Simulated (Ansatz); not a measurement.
Computed with Ansatz on PBE0-D4/def2-TZVP structures; ΔE is electronic, products minus reactants. CCSD(T)/CBS is the MP2 limit (def2-TZVPP, def2-QZVPP) plus CCSD(T) − MP2 in def2-TZVPP, frozen cores. DFT in def2-TZVPP. B3LYP here is the variant with VWN-RPA as its local correlation; programs differ in this. Each species was taken in one conformer, which may not be the lowest.

Consider the ligand exchange at the Si–C bond: `[SiH3]/C=C\CCl` + `CC(=O)O` → `CC(=O)O[SiH3]` + `C=CCCl`.

(1) Is it downhill or uphill in electronic energy at CCSD(T)/CBS, and by how much? (Best estimate.)

(2) What do these levels give: PBE-D4, r2SCAN0-D4, BHLYP-D4, ωB97X-V, PBE-QIDH, B3LYP, r2SCANh, CAM-B3LYP, HF/def2-SVP, HF/def2-TZVPP, HF/def2-QZVPP, MP2/def2-QZVPP? (An estimate is asked.)

Largest T1 diagnostic among the species: 0.015.

Results:

(1) Ansatz gave: Downhill: ΔE = -20.5 kcal/mol.

(2) Ansatz gave: PBE-D4 -16.7, r2SCAN0-D4 -19.8, BHLYP-D4 -21.5, ωB97X-V -20.1, PBE-QIDH -19.6, B3LYP -20.5, r2SCANh -19.8, CAM-B3LYP -21.3, HF/def2-SVP -21.7, HF/def2-TZVPP -24.1, HF/def2-QZVPP -24.5, MP2/def2-QZVPP -20.8 kcal/mol.

At CCSD(T), def2-SVP lies +1.4 kcal/mol from the extrapolated value and def2-TZVPP +0.0 kcal/mol. From PBE to PBE0 (25 % exact exchange), in def2-TZVPP and without D4, ΔE moves by −1.0 kcal/mol. Leaving LDA and LC-ωPBE aside and taking each functional with its dispersion term where it has one, the values, not all of them listed here, spread over 5.0 kcal/mol, from BHLYP-D4 to revPBE-D4.
